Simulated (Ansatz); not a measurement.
What a trial cell of PbO relaxes into

Method: Ansatz, DFT PBE, scalar-relativistic, plane waves, PAW. Cutoff 420 eV, Γ-centred k mesh, Gaussian smearing, no spin polarisation in the final step.

The start is a random cell of PbO with space group Amm2 (No. 38), drawn with lower limits on the distances.

```yaml
crystal:
  lattice:
    - [5.92526, 0.00000, 0.00000]
    - [0.00000, 3.18978, 3.17615]
    - [0.00000, -3.18978, 3.17615]
  atoms:
    - { symbol: Pb, position: [0.50000, 0.25000, 0.25000] }
    - { symbol: Pb, position: [0.50000, 0.74675, 0.74675] }
    - { symbol: O, position: [0.15570, 0.83333, 0.83333] }
    - { symbol: O, position: [0.84430, 0.83333, 0.83333] }
```

Cell and atoms relax at zero pressure; the relaxation can't lower the symmetry of the start. After a coarse first stage the cell is made exact in the group found at 0.06 Å.

The zero of energy is the elements' standard structures at the same level (O₂ as a molecule); no fitted shifts are applied.

(1) Which crystal results?

(2) What are its volume, energy, density and gap?

## Answers

(1) It ends in Cmmm (No. 65). Conventional cell: a = 6.131 Å, b = 10.574 Å, c = 8.286 Å. Pb is coordinated by 2 O at 2.13 Å; O has 2 Pb at 2.13 Å.

```
Pb O
1.0
     3.06529   -5.28713    0.00000
     3.06529    5.28713    0.00000
     0.00000    0.00000    8.28602
Pb O
2 2
Direct
  0.84920 0.15080 0.50000
  0.15080 0.84920 0.50000
  0.00000 0.00000 0.32934
  0.00000 0.00000 0.67066
```

(2) The volume per atom is 67.1 Å³, the density is 2.8 g/cm³ and the energy over the elements is -0.490 eV/atom. The gap on the 6×6×4 mesh is 0.89 eV.

The final run used a 6×6×4 mesh on its 4-atom cell and 0.02 eV smearing. Weakly bound directions are ill-defined at this level, which has no dispersion term. Spin–orbit coupling is left out. A structure relaxed within its symmetry needn't be a true minimum.

Cost: 3 runs of about 17 core-minutes in all, on Intel Xeon Processor @ 2.70GHz (shared hosts).